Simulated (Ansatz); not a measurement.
# Al: the cost of one run

Computed with Ansatz 0.2.0 (DFT PBE, scalar-relativistic, plane waves, PAW, unless a step's input says otherwise).

2 further runs of the same task are left out: 2 set aside as unsound or not needed.

### 1 The system as given

The structure is trigonal, space group R-3m (No. 166). Conventional cell: a = 3.330 Å, b = 3.330 Å, c = 11.960 Å, α = 90.00°, β = 90.00°, γ = 120.00°. Around Al (site symmetry 3m) lie 1 Al at 1.38 Å.

As a file:

```cif
data_structure
_symmetry_space_group_name_H-M 'P 1'
_symmetry_Int_Tables_number 1
_cell_length_a 4.4259
_cell_length_b 4.4259
_cell_length_c 4.4259
_cell_angle_alpha 44.192
_cell_angle_beta 44.192
_cell_angle_gamma 44.192
_cell_volume 38.28
loop_
_atom_site_label
_atom_site_type_symbol
_atom_site_fract_x
_atom_site_fract_y
_atom_site_fract_z
_atom_site_occupancy
Al1 Al 0.05770 0.05770 0.05770 1
Al2 Al 0.94230 0.94230 0.94230 1
```

This is candidate A: O type (R-3m, No. 166).

(A quick probe on a coarse mesh, which set the mesh and smearing, is not shown.)

### 3 Rough relaxation on the coarse mesh (candidate A)

File input.yaml:

```yaml
crystal:
  lattice:
    - [1.6648415754, 0.9611967316, 3.9865693187]
    - [-1.6648415754, 0.9611967316, 3.9865693187]
    - [0.0, -1.9223934634, 3.9865693187]
  atoms:
    - { symbol: Al, position: [0.0577, 0.0577, 0.0577] }
    - { symbol: Al, position: [0.9423, 0.9423, 0.9423] }
basis:
  ecutwfc: 420
kpoints:
  mp_grid: { grid: [6, 6, 6] }
hamiltonian:
  xc: pbe
scf:
  occupations: { method: gaussian, width: 0.1 }
  lower_state_search: "off"
output:
  forces: true
  stress: true
  eigenvalues: true
relax:
  adjacent_minimum: "off"
  f_tol: 0.04
  max_steps: 70
  cell: { stress_tol: 0.4 }
```

What time and memory should one allow on 1 thread of an Arm CPU, shared host?

About 11 s, with a peak of 0.29 GiB.
